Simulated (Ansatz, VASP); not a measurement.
B in VASP and in Ansatz

Contents of INCAR:

```
SYSTEM = B
PREC     = Accurate       ! precision mode
ENCUT    = 600            ! plane-wave cutoff, eV
EDIFF    = 1E-6           ! SCF threshold, eV
ISMEAR   = 0              ! smearing method
SIGMA    = 0.1            ! smearing width, eV
LREAL    = .FALSE.        ! projectors in reciprocal space
LASPH    = .TRUE.         ! aspherical terms in the spheres
NELM     = 100            ! most SCF steps
ALGO     = Normal         ! electronic algorithm
ISIF     = 3              ! what is computed and relaxed
LWAVE    = .FALSE.        ! write WAVECAR
LCHARG   = .FALSE.        ! write CHGCAR
GGA      = PE             ! functional
IBRION   = 2              ! ionic algorithm
NSW      = 100            ! ionic steps
EDIFFG   = -0.01          ! ionic threshold
```

Contents of KPOINTS:

```
regular mesh
0
G
  10 10 10
  0 0 0
```

The input POSCAR:

```
B
1.0
   -2.8555206957      2.8555206957      2.8555206957
    2.8555206957     -2.8555206957      2.8555206957
    2.8555206957      2.8555206957     -2.8555206957
B
12
Direct
    0.1250000000      0.7500000000      0.8750000000
    0.7500000000      0.3750000000      0.6250000000
    0.6250000000      0.3750000000      0.2500000000
    0.7500000000      0.8750000000      0.1250000000
    0.1250000000      0.8750000000      0.2500000000
    0.2500000000      0.1250000000      0.8750000000
    0.8750000000      0.1250000000      0.7500000000
    0.3750000000      0.6250000000      0.7500000000
    0.3750000000      0.2500000000      0.6250000000
    0.8750000000      0.2500000000      0.1250000000
    0.2500000000      0.6250000000      0.3750000000
    0.6250000000      0.7500000000      0.3750000000
```

Input for Ansatz:

```yaml
crystal:
  lattice:
    - [-2.8555206957, 2.8555206957, 2.8555206957]
    - [2.8555206957, -2.8555206957, 2.8555206957]
    - [2.8555206957, 2.8555206957, -2.8555206957]
  atoms:
    - { symbol: B, position: [0.125, 0.75, 0.875] }
    - { symbol: B, position: [0.75, 0.375, 0.625] }
    - { symbol: B, position: [0.625, 0.375, 0.25] }
    - { symbol: B, position: [0.75, 0.875, 0.125] }
    - { symbol: B, position: [0.125, 0.875, 0.25] }
    - { symbol: B, position: [0.25, 0.125, 0.875] }
    - { symbol: B, position: [0.875, 0.125, 0.75] }
    - { symbol: B, position: [0.375, 0.625, 0.75] }
    - { symbol: B, position: [0.375, 0.25, 0.625] }
    - { symbol: B, position: [0.875, 0.25, 0.125] }
    - { symbol: B, position: [0.25, 0.625, 0.375] }
    - { symbol: B, position: [0.625, 0.75, 0.375] }
basis:
  ecutwfc: 420
kpoints:
  mp_grid: { grid: [10, 10, 10] }
hamiltonian:
  xc: pbe
scf:
  occupations: { method: gaussian, width: 0.1 }
output:
  forces: true
  stress: true
  eigenvalues: true
relax:
  adjacent_minimum: "off"
  f_tol: 0.01
  max_steps: 80
  cell: { stress_tol: 0.05 }
```

Alike in both runs: task relaxation of cell and atoms; functional PBE; k mesh 10 × 10 × 10; occupations gaussian, width 0.1 eV; no spin polarisation.

|  | VASP | Ansatz |
| --- | --- | --- |
| version | VASP 6.6.1 | Ansatz 0.2.0 |
| potentials or method | VASP PAW PBE potentials, release 64 (B) | scalar-relativistic, plane waves, PAW |
| plane-wave cutoff (eV) | 600 | 420 |
| valence electrons in the cell | 36 | 36 |

```csv
,VASP,Ansatz,Ansatz less VASP
"gap on the k mesh at the Fermi level, each at its own relaxed structure (eV)",none,none,-
relaxed volume (Å³/atom),7.78,7.78,-0.006
relaxed cell length with the largest relative difference (Å),4.951,4.949,-0.0012
```

A gap of «none» marks a metal or a gap that the smearing closes.
